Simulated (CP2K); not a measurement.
# InAs (F-43m) in CP2K: further runs

One crystal, InAs, is run at these levels: PBE, LDA, PBEsol, revPBE, vdW-DF-cx; tasks: single point.

Program: CP2K 2026.2. These are calculated values, not measurements. Logs are shortened: lines on timing, memory, paths and dates and some standing lists are left out, and cuts for length are marked.

**What was measured.**

A printed reference work, data compilation reports, for a bulk crystal of InAs at 4.2 K: band gap 0.418 eV (direct).

How close the calculation comes is told below.

### 1 Starting point

Symmetry: F-43m, No. 216, cubic system. Conventional cell: a = 6.036 Å, b = 6.036 Å, c = 6.036 Å, α = 90.00°, β = 90.00°, γ = 90.00°. In (site symmetry -43m) has 4 As at 2.61 Å as nearest neighbours. As (site symmetry -43m) has 4 In at 2.61 Å as nearest neighbours.

### 2 Single point, PBE

inas_scf.inp reads:

```
&GLOBAL
  PROJECT inas_scf
  RUN_TYPE ENERGY_FORCE
  PRINT_LEVEL LOW
&END GLOBAL
&FORCE_EVAL
  METHOD QS
  STRESS_TENSOR ANALYTICAL
  &DFT
    BASIS_SET_FILE_NAME BASIS_MOLOPT_UZH
    POTENTIAL_FILE_NAME POTENTIAL_UZH
    &MGRID
      CUTOFF 675
      REL_CUTOFF 60
      NGRIDS 4
    &END MGRID
    &QS
      METHOD GPW
      EPS_DEFAULT 1.0E-9
    &END QS
    &KPOINTS
      SCHEME MONKHORST-PACK 8 8 8
      GAMMA_CENTERED T
      SYMMETRY T
      SYMMETRY_BACKEND SPGLIB
    &END KPOINTS
    &SCF
      SCF_GUESS ATOMIC
      EPS_SCF 1.0E-6
      MAX_SCF 100
      ADDED_MOS 10
      CHOLESKY OFF
      EPS_EIGVAL 1.0E-7
      &DIAGONALIZATION ON
        ALGORITHM STANDARD
      &END DIAGONALIZATION
      &MIXING ON
        METHOD BROYDEN_MIXING
        ALPHA 0.4
        BETA 1.5
        NBUFFER 8
      &END MIXING
      &SMEAR ON
        METHOD FERMI_DIRAC
        ELECTRONIC_TEMPERATURE 580.23
      &END SMEAR
    &END SCF
    &XC
      &XC_FUNCTIONAL PBE
      &END XC_FUNCTIONAL
    &END XC
    &PRINT
      &KPOINTS ON
      &END KPOINTS
      &MULLIKEN ON
      &END MULLIKEN
      &MO ON
        ENERGIES T
        OCCUPATION_NUMBERS T
        &EACH
          QS_SCF 0
        &END EACH
        ADD_LAST NUMERIC
      &END MO
      &E_DENSITY_CUBE ON
        STRIDE 1
      &END E_DENSITY_CUBE
      &V_HARTREE_CUBE ON
        STRIDE 1
      &END V_HARTREE_CUBE
      &ELF_CUBE ON
        STRIDE 1
      &END ELF_CUBE
    &END PRINT
  &END DFT
  &SUBSYS
    &CELL
      ABC 4.2680965312 4.2680965313 4.2680965312
      ALPHA_BETA_GAMMA 60.0000000003 60.0000000000 60.0000000005
      PERIODIC XYZ
    &END CELL
    &COORD
      In  0.0000000000 0.0000000000 0.0000000000
      As  6.4021447968 3.6962800219 2.6136646686
    &END COORD
    &KIND In
      BASIS_SET TZVP-MOLOPT-PBE-GTH-q13
      POTENTIAL GTH-PBE-q13
    &END KIND
    &KIND As
      BASIS_SET TZVP-MOLOPT-PBE-GTH-q5
      POTENTIAL GTH-PBE-q5
    &END KIND
    &PRINT
      &ATOMIC_COORDINATES ON
      &END ATOMIC_COORDINATES
      &CELL ON
      &END CELL
      &SYMMETRY ON
      &END SYMMETRY
    &END PRINT
  &END SUBSYS
  &PRINT
    &FORCES ON
    &END FORCES
    &STRESS_TENSOR ON
    &END STRESS_TENSOR
  &END PRINT
&END FORCE_EVAL
```

Potentials or basis: POTENTIAL_UZH In GTH-PBE-q13, As GTH-PBE-q5; TZVP-MOLOPT-PBE-GTH basis.

The run is started by

```sh
> OMP_NUM_THREADS=1 cp2k.psmp -i inas_scf.inp -o inas_scf.out
```

inas_scf.out:

```text

 CP2K| version string:                                       CP2K version 2026.2
 CP2K| Input file name                                              inas_scf.inp

 GLOBAL| Force Environment number                                              1
 GLOBAL| Basis set file name                                    BASIS_MOLOPT_UZH
 GLOBAL| Potential file name                                       POTENTIAL_UZH
 GLOBAL| MM Potential file name                                     MM_POTENTIAL
 GLOBAL| Coordinate file name                                      __STD_INPUT__
 GLOBAL| Method name                                                        CP2K
 GLOBAL| Project name                                                   inas_scf
 GLOBAL| Run type                                                   ENERGY_FORCE
 GLOBAL| FFT library                                                       FFTW3
[... 8 lines left out ...]
 GLOBAL| CPU model name                                                  UNKNOWN

 CELL| Volume [angstrom^3]:                                            54.977844
 CELL| Vector a [angstrom]:       4.268     0.000     0.000   |a| =     4.268097
 CELL| Vector b [angstrom]:       2.134     3.696     0.000   |b| =     4.268097
 CELL| Vector c [angstrom]:       2.134     1.232     3.485   |c| =     4.268097
 CELL| Angle (b,c), alpha [degree]:                                    60.000000
 CELL| Angle (a,c), beta  [degree]:                                    60.000000
 CELL| Angle (a,b), gamma [degree]:                                    60.000000
 CELL| Numerically orthorhombic:                                              NO
 CELL| Periodicity                                                           XYZ

 CELL_REF| Volume [angstrom^3]:                                        54.977844
 CELL_REF| Vector a [angstrom     4.268     0.000     0.000   |a| =     4.268097
 CELL_REF| Vector b [angstrom     2.134     3.696     0.000   |b| =     4.268097
 CELL_REF| Vector c [angstrom     2.134     1.232     3.485   |c| =     4.268097
 CELL_REF| Angle (b,c), alpha [degree]:                                60.000000
 CELL_REF| Angle (a,c), beta  [degree]:                                60.000000
 CELL_REF| Angle (a,b), gamma [degree]:                                60.000000
 CELL_REF| Numerically orthorhombic:                                          NO
 CELL_REF| Periodicity                                                       XYZ
[... 9 lines left out ...]
 TOTAL NUMBERS AND MAXIMUM NUMBERS

  Total number of            - Atomic kinds:                                   2
                             - Atoms:                                          2
                             - Shell sets:                                     2
                             - Shells:                                        17
                             - Primitive Cartesian functions:                 10
                             - Cartesian basis functions:                     58
                             - Spherical basis functions:                     51

  Maximum angular momentum of- Orbital basis functions:                        3
                             - Local part of the GTH pseudopotential:          0
                             - Non-local part of the GTH pseudopotential:      4

 MODULE QUICKSTEP: ATOMIC COORDINATES IN ANGSTROM

   Atom Kind Element         X             Y             Z       Z(eff)     Mass
[... 99 lines left out ...]
    10 Broy./Diag. 0.40E+00    2.9     0.00001489       -62.6475721571  9.32E-05
    11 Broy./Diag. 0.40E+00    2.9     0.00005547       -62.6474964980  7.57E-05
    12 Broy./Diag. 0.40E+00    2.9     0.00001340       -62.6474807190  1.58E-05
    13 Broy./Diag. 0.40E+00    2.9     0.00001473       -62.6474507177  3.00E-05
    14 Broy./Diag. 0.40E+00    2.9     0.00000170       -62.6474401063  1.06E-05
    15 Broy./Diag. 0.40E+00    2.9     0.00000095       -62.6474404397 -3.33E-07

  *** SCF run converged in    15 steps ***

  Electronic density on regular grids:        -17.9999999746        0.0000000254
  Core density on regular grids:               17.9999999755       -0.0000000245
  Total charge density on r-space grids:        0.0000000010
  Total charge density g-space grids:           0.0000000010

  Overlap energy of the core charge distribution:               0.00000000155519
  Self energy of the core charge distribution:               -103.50942136637683
  Core Hamiltonian energy:                                     31.25626794143978
  Hartree energy:                                              18.65923245357555
  Exchange-correlation energy:                                 -9.05349966058568
  Electronic entropic energy:                                  -0.00001980928023
  Fermi energy:                                                 0.16772792441486

  Total energy:                                               -62.64744043967085
  Total energy (extrapolated to T->0):                        -62.64743053503074

 MO| EIGENVALUES AND OCCUPATION NUMBERS FOR K POINT 1
 MO|
 MO|  Index      Eigenvalue [a.u.]        Eigenvalue [eV]             Occupation
 MO|      1              -0.371093             -10.097941               2.000000
 MO|      2              -0.366246              -9.966074               2.000000
 MO|      3              -0.366246              -9.966074               2.000000
 MO|      4              -0.362293              -9.858499               2.000000
 MO|      5              -0.362293              -9.858499               2.000000
 MO|      6              -0.228902              -6.228728               2.000000
[... 342 lines left out ...]
 MO|     18               0.720644              19.609713               0.000000
 MO|     19               0.749350              20.390845               0.000000
 MO| Sum:                                                              18.000000
 MO| E(Fermi):            0.167728 a.u.          4.564109 eV

 [... the levels of further k-points ...]

 The electron density is written in Cube    file format to the file:

 inas_scf-ELECTRON_DENSITY-1_0.cube

 !-----------------------------------------------------------------------------!
                     Mulliken Population Analysis

 #  Atom  Element  Kind  Atomic population                           Net charge
       1     In       1         12.843397                              0.156603
       2     As       2          5.156603                             -0.156603
 # Total charge                             18.000000                  0.000000

 !-----------------------------------------------------------------------------!

               ----- ELF is computed on the real space grid -----

 ELF is written in Cube    file format to the file:

 inas_scf-ELF_S1-1_0.cube

 ENERGY| Total FORCE_EVAL ( QS ) energy [hartree]            -62.647439614011532

 FORCES| Atomic forces [hartree/bohr]
 FORCES|   Atom     x               y               z               |f|
 FORCES|      1  6.06246330E-10  6.48019111E-09 -6.10711779E-09   8.92509379E-09
 FORCES|      2 -8.41643862E-10 -6.61283391E-09  6.00933946E-09   8.97497061E-09
 FORCES| Sum    -2.35397533E-10 -1.32642799E-10 -9.77783226E-11
 FORCES| Total atomic force                                       2.87344238E-10

 STRESS| Analytical stress tensor [bar]
 STRESS|                        x                   y                   z
 STRESS|      x        4.84119316700E+04  -8.68737609010E-02  -4.05667012196E-02
 STRESS|      y       -8.68737609010E-02   4.84120647498E+04  -5.28064670778E-02
 STRESS|      z       -4.05667012196E-02  -5.28064670778E-02   4.84122045684E+04
 STRESS| 1/3 Trace                                             4.84120669961E+04
 STRESS| Determinant                                           1.13464728130E+14

 STRESS| Eigenvectors and eigenvalues of the analytical stress tensor [bar]
 STRESS|                        1                   2                   3
 STRESS| Eigenvalues   4.84118777306E+04   4.84121004950E+04   4.84122227626E+04
 STRESS|      x           0.871198639146     -0.488840511502     -0.045253568530
 STRESS|      y           0.456023810106      0.839945519449     -0.294166294763
 STRESS|      z           0.181810934124      0.235640570938      0.954682306090
```

Run time: 56 s. Hardware: 1 thread of Arm Neoverse V2, shared host; peak memory 0.44 GiB.

What came out:

```
Free energy            : -1704.7235 eV
Pressure               : 4.8 GPa
Band gap on the k mesh : none (metal or under the smearing width)
Mulliken charges       : In +0.16; As -0.16 e
```

Levels at points of the mesh, in eV from the Fermi level:
```
           k point  band 5  band 6  band 7  band 8  band 9  band 10  band 11  band 12  band 13  band 14
(0.00, 0.00, 0.00)  -14.43  -11.97   -0.24   -0.05   -0.05    -0.05     3.86     3.86     3.86     8.10
(0.00, 0.00, 0.50)  -14.42  -10.49   -5.87   -1.05   -1.05     0.90     4.66     4.66     6.97     9.56
(0.00, 0.50, 0.50)  -14.40   -9.94   -5.93   -2.41   -2.41     1.48     2.01     9.29     9.35     9.35
```

Caveat: Mulliken charges move with the basis; the basis of atomic orbitals isn't converged, which shifts pressures, moduli and gaps.

### 3 Single point, LDA

Changes to inas_scf.inp since step 2:

```diff
@@ -48,3 +48,7 @@
     &XC
-      &XC_FUNCTIONAL PBE
+      &XC_FUNCTIONAL
+        &LDA_X
+        &END LDA_X
+        &LDA_C_PW
+        &END LDA_C_PW
       &END XC_FUNCTIONAL
```

Potentials or basis: POTENTIAL_UZH In GTH-PBE-q13, As GTH-PBE-q5; TZVP-MOLOPT-PBE-GTH basis.

The run is started by

```sh
> OMP_NUM_THREADS=1 cp2k.psmp -i inas_scf.inp -o inas_scf.out
```

It took 53 s on 1 thread of Arm Neoverse V2, shared host; peak memory 0.43 GiB.

The run converged. Its results:

| Property | Result |
| --- | --- |
| Free energy | -1701.0397 eV |
| Pressure | 2.0 GPa |
| Band gap on the k mesh | none (metal or under the smearing width) |
| Mulliken charges | In +0.06; As -0.06 e |

Levels at points of the mesh, in eV from the Fermi level:
```tsv
k point	band 5	band 6	band 7	band 8	band 9	band 10	band 11	band 12	band 13	band 14
(0.00, 0.00, 0.00)	-14.27	-12.03	-0.43	-0.04	-0.04	-0.04	3.67	3.67	3.67	7.78
(0.00, 0.00, 0.50)	-14.26	-10.50	-6.02	-1.09	-1.09	0.70	4.50	4.50	6.76	9.33
(0.00, 0.50, 0.50)	-14.24	-9.93	-6.09	-2.48	-2.48	1.26	1.83	9.13	9.21	9.21
```

Caveat: Mulliken charges move with the basis; the potentials were made for another functional, which shifts forces and pressure; the basis of atomic orbitals isn't converged, which shifts pressures, moduli and gaps.

### 4 Single point, PBEsol

Changes to inas_scf.inp since step 3:

```diff
@@ -49,6 +49,6 @@
       &XC_FUNCTIONAL
-        &LDA_X
-        &END LDA_X
-        &LDA_C_PW
-        &END LDA_C_PW
+        &GGA_X_PBE_SOL
+        &END GGA_X_PBE_SOL
+        &GGA_C_PBE_SOL
+        &END GGA_C_PBE_SOL
       &END XC_FUNCTIONAL
```

The run is started by

```sh
> OMP_NUM_THREADS=1 cp2k.psmp -i inas_scf.inp -o inas_scf.out
```

Run time: 57 s. Hardware: 1 thread of Arm Neoverse V2, shared host; peak memory 0.44 GiB.

It converged, with:

```yaml
Free_energy: -1701.7500 eV
Pressure: 2.8 GPa
Band_gap_on_the_k_mesh: none (metal or under the smearing width)
Mulliken_charges: In +0.07; As -0.07 e
```

Levels at points of the mesh, in eV from the Fermi level:
| k point | band 7 | band 8 | band 9 | band 10 | band 11 | band 12 |
| --- | --- | --- | --- | --- | --- | --- |
| (0.00, 0.00, 0.00) | -0.34 | -0.05 | -0.05 | -0.05 | 3.75 | 3.75 |
| (0.00, 0.00, 0.50) | -5.96 | -1.08 | -1.08 | 0.78 | 4.56 | 4.56 |
| (0.00, 0.50, 0.50) | -6.02 | -2.45 | -2.45 | 1.32 | 1.89 | 9.18 |

Caveat: Mulliken charges move with the basis; the potentials were made for another functional, which shifts forces and pressure; the basis of atomic orbitals isn't converged, which shifts pressures, moduli and gaps.

### 5 Single point, revPBE

Changes to inas_scf.inp since step 4:

```diff
@@ -49,6 +49,6 @@
       &XC_FUNCTIONAL
-        &GGA_X_PBE_SOL
-        &END GGA_X_PBE_SOL
-        &GGA_C_PBE_SOL
-        &END GGA_C_PBE_SOL
+        &GGA_X_PBE_R
+        &END GGA_X_PBE_R
+        &GGA_C_PBE
+        &END GGA_C_PBE
       &END XC_FUNCTIONAL
```

The run is started by

```sh
> OMP_NUM_THREADS=1 cp2k.psmp -i inas_scf.inp -o inas_scf.out
```

Wall time 62 s (1 thread of Arm Neoverse V2, shared host); peak memory 0.44 GiB.

The run converged. Its results:

- Free energy: -1705.3558 eV
- Pressure: 5.7 GPa
- Band gap on the k mesh: none (metal or under the smearing width)
- Mulliken charges: In +0.20; As -0.20 e

Levels at points of the mesh, in eV from the Fermi level:
| k point | band 7 | band 8 | band 9 | band 10 | band 11 | band 12 |
| --- | --- | --- | --- | --- | --- | --- |
| (0.00, 0.00, 0.00) | -0.18 | -0.05 | -0.05 | -0.05 | 3.91 | 3.91 |
| (0.00, 0.00, 0.50) | -5.82 | -1.05 | -1.05 | 0.96 | 4.72 | 4.72 |
| (0.00, 0.50, 0.50) | -5.90 | -2.39 | -2.39 | 1.58 | 2.08 | 9.37 |

Caveat: Mulliken charges move with the basis; the potentials were made for another functional, which shifts forces and pressure; the basis of atomic orbitals isn't converged, which shifts pressures, moduli and gaps.

### 6 Single point, vdW-DF-cx

Changes to inas_scf.inp since step 5:

```diff
@@ -49,7 +49,15 @@
       &XC_FUNCTIONAL
-        &GGA_X_PBE_R
-        &END GGA_X_PBE_R
-        &GGA_C_PBE
-        &END GGA_C_PBE
+        &GGA_X_LV_RPW86
+        &END GGA_X_LV_RPW86
+        &LDA_C_PW
+        &END LDA_C_PW
       &END XC_FUNCTIONAL
+      &VDW_POTENTIAL
+        POTENTIAL_TYPE NON_LOCAL
+        &NON_LOCAL
+          TYPE DRSLL
+          KERNEL_FILE_NAME vdW_kernel_table.dat
+          CUTOFF 300
+        &END NON_LOCAL
+      &END VDW_POTENTIAL
     &END XC
```

Potentials or basis: POTENTIAL_UZH In GTH-PBE-q13, As GTH-PBE-q5; TZVP-MOLOPT-PBE-GTH basis.

The run is started by

```sh
> OMP_NUM_THREADS=1 cp2k.psmp -i inas_scf.inp -o inas_scf.out
```

Run time: 59 s. Hardware: 1 thread of Arm Neoverse V2, shared host; peak memory 0.52 GiB.

The run converged. Its results:

- Free energy: -1704.3713 eV
- Pressure: 3.4 GPa
- Band gap on the k mesh: none (metal or under the smearing width)
- Mulliken charges: In +0.07; As -0.07 e

Levels at points of the mesh, in eV from the Fermi level:
```tsv
k point	band 5	band 6	band 7	band 8	band 9	band 10	band 11	band 12	band 13	band 14
(0.00, 0.00, 0.00)	-14.39	-12.00	-0.34	-0.05	-0.05	-0.05	3.80	3.80	3.80	7.99
(0.00, 0.00, 0.50)	-14.38	-10.50	-5.92	-1.06	-1.06	0.82	4.60	4.60	6.86	9.46
(0.00, 0.50, 0.50)	-14.37	-9.96	-5.98	-2.43	-2.43	1.39	1.95	9.21	9.28	9.28
```

Caveat: Mulliken charges move with the basis; the potentials were made for another functional, which shifts forces and pressure; the basis of atomic orbitals isn't converged, which shifts pressures, moduli and gaps.

### 7 The runs side by side

| level | cutoff of the non-local correlation (Ry) | gap on the mesh (eV) | pressure (GPa) |
| --- | --- | --- | --- |
| PBE | - | none | 4.8 |
| LDA | - | none | 2.0 |
| PBEsol | - | none | 2.8 |
| revPBE | - | none | 5.7 |
| vdW-DF-cx | 300 | none | 3.4 |

Alike in all rows: task single point; potentials or basis POTENTIAL_UZH In GTH-PBE-q13, As GTH-PBE-q5; TZVP-MOLOPT-PBE-GTH basis; no spin polarisation; cell as given; k mesh 8 × 8 × 8; smearing fermi-dirac 0.05 eV.

Caveats: the basis of atomic orbitals isn't converged, which shifts pressures, moduli and gaps; the potentials were made for another functional, which shifts forces and pressure (some runs).

Total energies depend on the potentials used, so only differences within one code and one set of settings carry meaning.

### 8 Against experiment

Step 2. Against the measured gap of InAs, 0.418 eV (direct; 4.2 K; a printed reference work, data compilation), the calculated 0.00 eV is off by -0.42 eV. Spin-orbit coupling on As, In is left out. The value is that of PBE in an atomic basis (POTENTIAL_UZH In GTH-PBE-q13, As GTH-PBE-q5; TZVP-MOLOPT-PBE-GTH basis), whose error adds to the functional's, on a finite k mesh, which can miss the band edges, without temperature or zero-point motion. Semilocal functionals fall short of measured gaps as a rule.

Step 3. A measured gap of InAs is 0.418 eV (direct; 4.2 K; a printed reference work, data compilation); the calculated 0.00 eV misses it by -0.42 eV. Spin-orbit coupling on As, In is left out. The value is that of LDA in an atomic basis (POTENTIAL_UZH In GTH-PBE-q13, As GTH-PBE-q5; TZVP-MOLOPT-PBE-GTH basis), whose error adds to the functional's, on a finite k mesh, which can miss the band edges, without temperature or zero-point motion. Semilocal functionals fall short of measured gaps as a rule.

Step 4. Against the measured gap of InAs, 0.418 eV (direct; 4.2 K; a printed reference work, data compilation), the calculated 0.00 eV is off by -0.42 eV. Spin-orbit coupling on As, In is left out. The value is that of PBEsol in an atomic basis (POTENTIAL_UZH In GTH-PBE-q13, As GTH-PBE-q5; TZVP-MOLOPT-PBE-GTH basis), whose error adds to the functional's, on a finite k mesh, which can miss the band edges, without temperature or zero-point motion. Semilocal functionals fall short of measured gaps as a rule.

Step 5. A measured gap of InAs is 0.418 eV (direct; 4.2 K; a printed reference work, data compilation); the calculated 0.00 eV misses it by -0.42 eV. Spin-orbit coupling on As, In is left out. The value is that of revPBE in an atomic basis (POTENTIAL_UZH In GTH-PBE-q13, As GTH-PBE-q5; TZVP-MOLOPT-PBE-GTH basis), whose error adds to the functional's, on a finite k mesh, which can miss the band edges, without temperature or zero-point motion. Semilocal functionals fall short of measured gaps as a rule.

Step 6. Measured gap of InAs: 0.418 eV (direct; 4.2 K; a printed reference work, data compilation). This calculation gives 0.00 eV (-0.42 eV). Spin-orbit coupling on As, In is left out. The value is that of vdW-DF-cx in an atomic basis (POTENTIAL_UZH In GTH-PBE-q13, As GTH-PBE-q5; TZVP-MOLOPT-PBE-GTH basis), whose error adds to the functional's, on a finite k mesh, which can miss the band edges, without temperature or zero-point motion.
